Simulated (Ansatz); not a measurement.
# AlN: moving Al off its site

AlN, F-43m, a = 4.368 Å (as given, not relaxed at this level: 4.9 GPa). This isn't the usual stable structure of the compound. Ansatz: PBE, PAW, 420 eV, Γ-centred 10×10×10 mesh on 2 atoms, Gaussian smearing 0.05 eV; no spin polarisation.

```
CELL_PARAMETERS angstrom
0.00000 2.18399 2.18399
2.18399 0.00000 2.18399
2.18399 2.18399 0.00000
ATOMIC_POSITIONS crystal
Al 0.00000 0.00000 0.00000
N 0.75000 0.75000 0.75000
```

Atom 1 (Al) moves by x along the unit vector (0.577, 0.577, 0.577), with its periodic images; all else is held. y is the free energy of the cell over the start, F the force along the path summed over the moved atoms.

```tsv
x (Å)	y (meV)	F (eV/Å)
-0.200	?	?
-0.150	210.1	3.15
-0.100	86.0	1.86
-0.050	19.8	0.83
0.000	0.0	0.00
0.050	16.9	-0.65
0.100	62.3	-1.15
0.150	129.2	-1.51
0.175	168.8	-1.65
0.200	211.6	-1.77
```

Fit y = c2 x² + c3 x³ + c4 x⁴ to the energies of the other rows, give the force constant, and predict energy and force of the missing row.

Least squares on the rows shown. y = 7340.2 x² − 11984 x³ + 8711.5 x⁴. The force constant is 2 c2 = 14.7 eV/Å², for the cell as given, at 4.9 GPa (for all images moving together, not for a lone atom). With two atoms in a cubic cell this is the optical mode at Γ without the LO field: ω = 521.5 √(2 c2/μ) = 658 cm⁻¹ for μ = 9.22 u. The force −dy/dx at the missing row is 4.65 eV/Å (computed 4.74). At x = -0.200 the fit asked for gives 403.4 meV. The run gave 406.0 meV, so the fit is 2.6 meV too low, a small miss on the scale of the series.